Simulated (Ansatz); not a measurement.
FePt (Tetraferroplatinum): relaxation of cell and atoms with RPBE

FePt (Tetraferroplatinum):

```
Pt Fe
1.0
     2.72350    0.00000    0.00000
     0.00000    2.72350    0.00000
     0.00000    0.00000    3.72000
Pt Fe
1 1
Direct
  0.50000 0.50000 0.50000
  0.00000 0.00000 0.00000
```

* Program: Ansatz 0.2.0
* Task: relaxation of cell and atoms
* Functional: RPBE
* Potentials or basis: Ansatz PAW
* Cutoff: 420 eV (not typed: the program's choice for these potentials)
* k mesh: 10 × 10 × 7
* Occupations: fermi-dirac, width 0.05 eV
* Spin: collinear spin, ferromagnetic start
* Starting moments: [0.0, 3.0] μB

| Quantity | Value |
| --- | --- |
| Relaxed volume | 14.38 Å³/atom |
| Relaxed cell | a = 2.760 Å, b = 2.760 Å, c = 3.775 Å, α = 90.00°, β = 90.00°, γ = 90.00° |
| Space group after relaxing (to 0.05 Å) | P4/mmm (No. 123) |
| Energy gained by relaxing | 14.6 meV/atom |
| Ionic steps | 5 |
| Pressure after relaxing | 0.0 GPa |
| Band gap on the k mesh | none (metal or under the smearing width) |
| Net moment | 3.39 μB per cell |
| Absolute moment | 3.59 μB per cell |
| Site moments | Pt +0.40; Fe +3.07 μB |

Step by step:
```csv
step,energy change (eV),largest force (eV/Å),volume (Å³)
1,0.0000,0.0000,27.59
2,-0.0244,0.0000,29.21
3,-0.0286,0.0000,28.80
4,-0.0286,0.0000,28.76
5,-0.0293,0.0000,28.76
```

Final structure:
```xyz
2
Lattice="2.7603 0.0000 0.0000 0.0000 2.7603 0.0000 0.0000 0.0000 3.7748" Properties=species:S:1:pos:R:3 pbc="T T T"
Pt    1.3801    1.3801    1.8874
Fe    0.0000    0.0000    0.0000
```

Levels at points of the mesh, in eV from the Fermi level:
Spin up:
```
             k point  band 16  band 17  band 18  band 19  band 20  band 21  band 22  band 23
  (0.00, 0.00, 0.00)    -2.05    -0.60    -0.54    -0.54     2.18     9.20    11.35    11.35
 (0.00, -0.50, 0.00)    -2.58    -2.28    -1.61    -0.06     1.85    10.13    10.16    11.98
(-0.50, -0.50, 0.00)    -0.65    -0.65     0.44     1.56     1.56     7.17     9.45    10.65
```
Spin down:
```tsv
k point	band 13	band 14	band 15	band 16	band 17	band 18	band 19	band 20
(0.00, 0.00, 0.00)	-2.26	-0.75	-0.72	0.64	1.65	1.65	1.72	2.34
(0.00, -0.50, 0.00)	-2.35	-1.35	-1.06	-0.74	0.64	0.76	2.20	2.50
(-0.50, -0.50, 0.00)	0.86	1.22	1.65	1.65	1.68	1.70	1.71	1.71
```

It took 26 s on 2 threads of Intel(R) Xeon(R) Platinum 8259CL CPU @ 2.50GHz (Skylake/Cascade Lake), with other jobs on the host, peak memory 0.46 GiB.

Caveat: the plane-wave basis is chosen anew once the cell has moved, so the energies of steps on either side of that aren't comparable; the PAW data sets come from PBE, with cores solved anew for the run's functional, which leaves a small shift of forces and pressure. Spin-orbit coupling is left out, which matters for the levels of Pt.
